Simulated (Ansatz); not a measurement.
Set up this calculation in Ansatz 0.2.0, as the native input.

| Quantity | Value |
| --- | --- |
| Task | elastic constants |
| Functional | PBE |
| Potentials or basis | all-electron LAPW, scalar-relativistic |
| Cutoff | 277 eV (chosen from the basis error) |
| Basis error allowed | 0.001 eV/atom |
| k mesh | 5 × 5 × 5 |
| Occupations | fermi-dirac, width 0.05 eV |
| Spin | no spin polarisation |

Crystal: Sn.

```
CELL_PARAMETERS angstrom
0.00000 3.23334 3.23334
3.23334 0.00000 3.23334
3.23334 3.23334 0.00000
ATOMIC_POSITIONS crystal
Sn 0.75000 0.75000 0.75000
Sn 0.50000 0.50000 0.50000
```

This isn't the form of Sn at room conditions, which is tetragonal (white tin).

The input as run:

input.yaml

```yaml
crystal:
  lattice:
    - [0.0, 3.2333428, 3.2333428]
    - [3.2333428, 0.0, 3.2333428]
    - [3.2333428, 3.2333428, 0.0]
  atoms:
    - { symbol: Sn, position: [0.75, 0.75, 0.75] }
    - { symbol: Sn, position: [0.5, 0.5, 0.5] }
kpoints:
  mp_grid: { grid: [5, 5, 5] }
scf:
  occupations: { method: fermi_dirac, width: 0.05 }
hamiltonian:
  xc: pbe
  pseudopotentials: { kind: all_electron, lapw: { basis_error: 0.001 } }
output:
  forces: true
  stress: true
elastic:
  mode: clamped_ion
  stencil: two_point
```

Potentials or basis: all-electron LAPW, scalar-relativistic.

Command:

```console
$ ansatz run input.yaml --threads 1 --pin off --max-ram 3072MiB --backend cpu --events-out ev --progress --plain --runs-dir out
```

Results of the run:

```json
{
  "Pressure": "4.0 GPa",
  "Band gap on the k mesh": "none (metal or under the smearing width)",
  "Clamped-ion elastic constants C11, C12, C44": "72, 45, 46 GPa",
  "Voigt bulk modulus": "54 GPa"
}
```

Caveat: the k mesh is thin for a metal, which can move the energy by tens of meV per atom; a metal's response needs a denser mesh; the cell is more than 3 GPa from zero pressure, which shifts response properties; elastic constants of metals need much finer meshes, so these are rough.

Run time: 37 s on 1 thread of Arm Neoverse V1, on a shared host, peak memory 0.33 GiB.
